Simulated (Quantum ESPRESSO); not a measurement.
Runs of Quantum ESPRESSO 7.5 on Ti. The structure is hexagonal, space group P6/mmm (No. 191). The conventional cell has a = 4.567 Å, b = 4.567 Å, c = 2.826 Å, α = 90.00°, β = 90.00°, γ = 120.00°. Around Ti (site symmetry -6m2) lie 11 Ti at 2.64 to 2.99 Å. Around Ti (site symmetry 6/mmm) lie 14 Ti at 2.83 to 2.99 Å. This isn't the form of Ti at room conditions, which is hcp.

```csv
task,level,potentials or basis,k mesh,cutoff (eV),form of the LDA correlation,iterations,k mesh for the Wannier functions,gap on the mesh (eV),pressure (GPa),V0 of scaled cells (Å³/atom),B0 (GPa)
band structure,PBEsol,GBRV 1.5 PBEsol,7 × 7 × 9,612,-,-,-,none,(b),-,-
equation of state,PBEsol,GBRV 1.5 PBEsol,7 × 7 × 9,612,-,-,-,-,-,16.47,120
band structure,LDA,PseudoDojo 0.4.1 SR LDA standard,7 × 7 × 9,1143,PW92,-,-,none,-7.9,-,-
equation of state,PBEsol,PseudoDojo 0.4.1 SR PBEsol standard,7 × 7 × 9,1143,-,-,-,-,-,(a),120
Wannier functions,LDA,JTH 2.0 LDA,5 × 5 × 7,490,PW92,0,4 × 4 × 5,none,-7.7,-,-
```

Alike in all rows: no spin polarisation; cell as given; smearing fermi-dirac 0.05 eV.

Question: Fill in the values left out.

Answer: (a) 16.49; (b) -3.8.

Caveats: some levels on the path didn't converge (some runs); the cell was scaled at fixed shape and fractional positions, which overstates the stiffness of a crystal with free parameters, most of all of layers and chains (some runs); the cutoff is low for these files, which shifts pressure and relaxed volume (some runs).

A k mesh can miss the band edges.

A gap of «none» marks a metal or a gap under the smearing width.

Not every run made on this cell is shown here.
